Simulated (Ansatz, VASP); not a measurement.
# H2Se: VASP beside Ansatz

```xyz
3
Lattice="3.2406 0.0000 0.0000 -1.6203 2.8064 0.0000 0.0000 0.0000 3.8920" Properties=species:S:1:pos:R:3 pbc="T T T"
H     0.0000    1.8709    0.5790
H     1.6203    0.9355    3.3130
Se    0.0000    0.0000    0.0000
```

Change from the starting cell: species swapped into the Te2Pt type (P-3m1, No. 164).

Alike in both runs: functional PBE; dispersion D3(BJ); k mesh 6 × 6 × 4; occupations gaussian, width 0.1 eV; no spin polarisation.

Ansatz relaxed the structure, and its values are those at the end. VASP's run is a single point on that final structure, the one shown.

```csv
,VASP,Ansatz
version,VASP 6.6.1,Ansatz 0.2.0
potentials or method,"VASP PAW PBE potentials, release 64 (H, Se)","scalar-relativistic, plane waves, PAW"
plane-wave cutoff (eV),520,420
valence electrons in the cell,8,18
```

|  | VASP | Ansatz | Ansatz less VASP |
| --- | --- | --- | --- |
| gap on the k mesh at the Fermi level (eV) | none | none | - |
| pressure (GPa) | 0.1 | 0.1 | +0.04 |

A gap of «none» marks a metal or a gap that the smearing closes. The two sets of potentials don't hold the same shells in valence.

Caveats: the k mesh is coarse (spacing up to 0.40 Å⁻¹), so the values aren't converged; pairwise dispersion overbinds metals, which lowers pressure and volume.
